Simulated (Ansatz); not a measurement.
## ZnS (Wurtzite-2H) under changes of volume

One of the cells (19.603 Å³/atom); the others are scaled copies at fixed shape and fractional positions:

```
CELL_PARAMETERS angstrom
3.81100 0.00000 0.00000
-1.90550 3.30042 0.00000
0.00000 0.00000 6.23400
ATOMIC_POSITIONS crystal
Zn 0.66667 0.33333 0.50000
Zn 0.33333 0.66667 0.00000
S 0.66667 0.33333 0.88500
S 0.33333 0.66667 0.38500
```

```yaml
Program: Ansatz 0.2.0
Functional: PBE
Potentials_or_basis: Ansatz PAW
Cutoff: "420 eV (not typed: the program's choice for these potentials)"
k_mesh: 8 × 8 × 5
Occupations: fermi-dirac, width 0.05 eV
Spin: no spin polarisation
```

| volume (Å³/atom) | energy over the lowest point (meV/atom) | pressure (GPa) | gap on the mesh (eV) | largest force (eV/Å) |
| --- | --- | --- | --- | --- |
| 18.427 | 40.75 | 7.9 | 2.54 | 0.400 |
| 18.819 | ? | ? | ? | ? |
| 19.211 | 11.89 | 4.0 | 2.34 | 0.344 |
| 19.603 | 4.18 | 2.3 | 2.25 | 0.319 |
| 19.995 | 0.35 | 0.8 | 2.15 | 0.296 |
| 20.387 | 0.00 | -0.5 | 2.06 | 0.275 |
| 20.779 | 2.80 | -1.7 | 1.98 | 0.254 |

Task: What does the run at 18.819 Å³/atom give?

Result: Energy over the lowest point 23.92 meV/atom; pressure 5.9 GPa; gap on the mesh 2.44 eV; largest force 0.371 eV/Å.

Worked out: A Birch-Murnaghan fit of order 3 (a polynomial in V^(-2/3)) to the other rows has its minimum at 20.23 Å³/atom with B0 = V·E''(V) = 69 GPa and B' = 4.4 at fixed shape and positions, which overstates the stiffness. It gives 23.92 meV/atom at 18.819 Å³/atom, against the run's 23.92, and -dE/dV = 5.9 GPa, against 5.9. A straight line through the other rows of the gap, of slope -4.69 eV per unit of ln V (its deformation potential), gives 2.44 eV, against the run's 2.44.

Energies are extrapolated to zero smearing.

Caveats: odd divisions of the mesh miss points on the zone boundary, where band edges often lie, so the gap on the mesh can be too wide.
